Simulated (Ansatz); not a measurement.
# WS2 (Tungstenite) in Ansatz: the effect of strain

The system is WS2 (Tungstenite).

```
CELL_PARAMETERS angstrom
3.18000 0.00000 0.00000
-1.59000 2.75396 0.00000
0.00000 0.00000 12.00000
ATOMIC_POSITIONS crystal
W 0.66667 0.33333 0.75000
W 0.33333 0.66667 0.25000
S 0.66667 0.33333 0.37500
S 0.33333 0.66667 0.87500
S 0.66667 0.33333 0.12500
S 0.33333 0.66667 0.62500
```

Alike in all runs:

```yaml
Program: Ansatz 0.2.0
Task: single point
Functional: PBE
Potentials_or_basis: Ansatz PAW
Cutoff: "420 eV (not typed: the program's choice for these potentials)"
k_mesh: 8 × 8 × 2
Occupations: fermi-dirac, width 0.05 eV
Spin: no spin polarisation
Kind_of_strain: uniaxial
```

```csv
strain,gap on the mesh (eV),pressure (GPa),largest force (eV/Å)
-0.04,0.90,10.0,1.43
-0.02,?,?,?
-0.01,1.14,4.1,0.44
0,1.19,2.3,0.13
0.01,1.23,0.6,0.17
0.02,1.27,-1.0,0.45
0.04,1.35,-3.9,0.99
```

Q: What does the run with strain -0.02 give?

A: gap on the mesh 1.10 eV; pressure 5.9 GPa; largest force 0.76 eV/Å.

Worked out: A parabola through the other rows of the gap on the mesh, of slope 7.06 eV per unit of strain there, gives 1.06 eV, against the run's 1.10. The fit is too stiff a form for this range. A parabola through the other rows of the pressure, of slope -193 GPa per unit of strain there, gives 6.0 GPa, against the run's 5.9. A parabola through the other rows of the largest force, of slope -30.4 eV/Å per unit of strain there, gives 0.58 eV/Å, against the run's 0.76. The fit is too stiff a form for this range.

Caveats: spin-orbit coupling is left out, which moves the levels of the heavy elements; this functional lacks dispersion, which binds the layers, so the pressure and a relaxed spacing across them are unreliable; forces of over 1 eV/Å show positions far from the minimum, so gaps and moduli don't describe the material at rest (some runs).

A k mesh can miss the band edges.
